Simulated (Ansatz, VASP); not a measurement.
## BeTe: VASP beside Ansatz

```
Be Te
1.0
     6.87087    0.00000    0.00000
     0.00000    6.87087    0.00000
     0.00000    0.00000    3.85243
Be Te
4 4
Direct
  0.66990 0.66990 0.50000
  0.16990 0.83010 0.25000
  0.33010 0.33010 0.00000
  0.83010 0.16990 0.75000
  0.82743 0.82743 0.00000
  0.32743 0.67257 0.75000
  0.17257 0.17257 0.50000
  0.67257 0.32743 0.25000
```

Alike in both runs: functional PBE; k mesh 4 × 4 × 8; occupations gaussian, width 0.02 eV; no spin polarisation.

Ansatz relaxed the structure, and its values are those at the end. VASP's run is a single point on that final structure, the one shown.

|  | VASP | Ansatz |
| --- | --- | --- |
| version | VASP 6.6.1 | Ansatz 0.2.0 |
| potentials or method | VASP PAW PBE potentials, release 64 (Be, Te) | scalar-relativistic, plane waves, PAW |
| plane-wave cutoff (eV) | 520 | 420 |
| valence electrons in the cell | 32 | 72 |

```tsv
	VASP	Ansatz	Ansatz less VASP
gap on the k mesh at the Fermi level (eV)	1.32	1.33	+0.011
least direct gap on the mesh (eV)	2.28	2.29	+0.008
pressure (GPa)	0.1	0.0	-0.12
rms of the force components (eV/Å)	0.005	0.003	-0.0020
```

The two sets of potentials don't hold the same shells in valence.

Caveats: spin-orbit coupling is left out, which moves the levels of the heavy elements. A k mesh can miss the band edges.
